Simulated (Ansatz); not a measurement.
What strain does to NaI (rocksalt)

Rocksalt NaI, relaxed with r2SCAN in Ansatz. The symmetry is Fm-3m (No. 225, cubic); conventional cell a = 6.459 Å, 33.69 Å³ an atom. Na is surrounded by 6 I at 3.23 Å; I is surrounded by 6 Na at 3.23 Å.

The axes x, y and z are those of this cell:
```yaml
crystal:
  lattice:
    - [0.00000, 3.22972, 3.22972]
    - [3.22972, 0.00000, 3.22972]
    - [3.22972, 3.22972, 0.00000]
  atoms:
    - { symbol: Na, position: [0.00000, 0.00000, 0.00000] }
    - { symbol: I, position: [0.50000, 0.50000, 0.50000] }
```

Unstrained: With PBE the gap is 3.661 eV and direct, at Γ. The r2SCAN gap is direct at Γ: 4.449 eV. HSE06 gives a direct gap of 4.692 eV at Γ. Meshes: PBE 8×8×8, r2SCAN 8×8×8, HSE06 6×6×6. Strains are changes of length per length, and xy shears are angles. After each strain the atoms were relaxed again with r2SCAN within the symmetry that the strain leaves, so tilts or polar shifts that break it weren't tested; points keep the names that they have in the unstrained zone. The values are computed, spin-unpolarised, and not measurements.

Changes of the least gap in eV (an overlap counts as a negative gap):
```json
{"strain": "uniaxial +1.0 % along z", "volume change (%)": "+1.0", "space group": "I4/mmm", "PBE": "-0.034", "r2SCAN": "-0.038", "HSE06": "-0.037", "G0W0@PBE (mesh)": "-0.03", "energy rise, r2SCAN (meV/atom)": "0.3"}
{"strain": "xy shear, engineering strain (angle) -4.0 %", "volume change (%)": "0.0", "space group": "Immm", "PBE": "-0.098", "r2SCAN": "-0.103", "HSE06": "-0.103", "G0W0@PBE (mesh)": "-0.10", "energy rise, r2SCAN (meV/atom)": "1.4"}
{"strain": "uniaxial -0.5 % along x", "volume change (%)": "-0.5", "space group": "I4/mmm", "PBE": "+0.011", "r2SCAN": "+0.013", "HSE06": "+0.012", "G0W0@PBE (mesh)": "+0.01", "energy rise, r2SCAN (meV/atom)": "0.1"}
{"strain": "uniaxial -0.5 % along [111]", "volume change (%)": "-0.5", "space group": "R-3m", "PBE": "-0.001", "r2SCAN": "0.000", "HSE06": "-0.001", "G0W0@PBE (mesh)": "0.00", "energy rise, r2SCAN (meV/atom)": "0.1"}
```
Unstrained, G0W0@PBE with 281 empty bands, a screening cutoff of 150 eV and a 4×4×4 mesh gives 5.65 eV on its mesh; the band count follows the volume. G0W0 values are finite-basis, finite-mesh values.

Uniaxial +1.0 % along z, other directions held. HSE06: the gap goes from 4.692 to 4.655 eV (-0.037 eV); with r2SCAN the top three valence levels at Γ, degenerate before, become 1+2 from the top over 11 meV. Stress change with r2SCAN, compression positive: xx -0.08, yy -0.08, zz -0.33 GPa.

Xy shear, engineering strain (angle) -4.0 %. HSE06: the gap goes from 4.692 to 4.589 eV (-0.103 eV); with r2SCAN the top three valence levels at Γ, degenerate before, become 1+1+1 from the top over 183 meV. Stress change with r2SCAN, compression positive: xx +0.02, yy +0.02, zz -0.01, xy +0.33 GPa.

Uniaxial -0.5 % along x, other directions held. HSE06: the gap goes from 4.692 to 4.704 eV (+0.012 eV). Stress change with r2SCAN, compression positive: xx +0.18, yy +0.04, zz +0.04 GPa.

Uniaxial -0.5 % along [111], other directions held. HSE06: the gap goes from 4.692 to 4.691 eV (-0.001 eV); with r2SCAN the top three valence levels at Γ, degenerate before, become 1+2 from the top over 23 meV. Stress change with r2SCAN, compression positive: xx +0.09, yy +0.09, zz +0.09, xy +0.03, xz +0.03, yz +0.03 GPa.

No spin-orbit coupling is included; it can move band edges with weight on the heavy atoms by tenths of an eV.

The meshes of the hybrids are coarse, so their gaps aren't converged to the digits shown.

The splittings at Γ are without spin-orbit coupling, which regroups them where it is of like size or larger.
